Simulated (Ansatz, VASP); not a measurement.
One calculation of Zr, two programs

The input INCAR:

```
  PREC = Accurate
  ENCUT = 520
  EDIFF = 1E-6
  ISMEAR = -1
  SIGMA = 0.1
  LREAL = F
  LASPH = T
  NELM = 100
  ALGO = Normal
  ISIF = 2
  LWAVE = F
  LCHARG = T
  GGA = PE
  LELF = T
  LVHAR = T
  NBANDS = 12
```

File KPOINTS:

```
Automatic mesh
0
Gamma
  14 14 14
```

POSCAR

```
Zr
1.0
   -1.7148853263      1.7148853263      1.7148853263
    1.7148853263     -1.7148853263      1.7148853263
    1.7148853263      1.7148853263     -1.7148853263
Zr
1
Direct
    0.0000000000      0.0000000000      0.0000000000
```

Input for Ansatz:

```yaml
crystal:
  lattice:
    - [-1.7148853263, 1.7148853263, 1.7148853263]
    - [1.7148853263, -1.7148853263, 1.7148853263]
    - [1.7148853263, 1.7148853263, -1.7148853263]
  atoms:
    - { symbol: Zr, position: [0.0, 0.0, 0.0] }
hamiltonian:
  xc: pbe
  pseudopotentials:
    kind: paw
    azcp:
      Zr: "pseudopotentials/Zr.paw.azcp"
basis:
  ecutwfc: 420
  fft_grid_basis: typed
kpoints:
  mp_grid: { grid: [14, 14, 14], shift: [0, 0, 0] }
magnetization:
  spin_polarized: false
scf:
  occupations: { method: fermi_dirac, width: 0.1 }
  lower_state_search: "off"
output:
  stress: true
```

Alike in both runs: task single point; functional PBE; k mesh 14 × 14 × 14; occupations fermi-dirac, width 0.1 eV; no spin polarisation.

```csv
,VASP,Ansatz
version,VASP 6.6.1,Ansatz 0.2.0
potentials or method,"VASP PAW PBE potentials, release 64 (Zr_sv)","plane waves (420 eV) with PAW, scalar-relativistic"
plane-wave cutoff (eV),520,420
valence electrons in the cell,12,12
```

Ansatz gave:

| Quantity | Value |
| --- | --- |
| pressure (GPa) | 13.4 |

Estimate VASP's values.

pressure (GPa): 13.5.

The functional is the same, so the differences come from potentials, cutoffs and numerics.
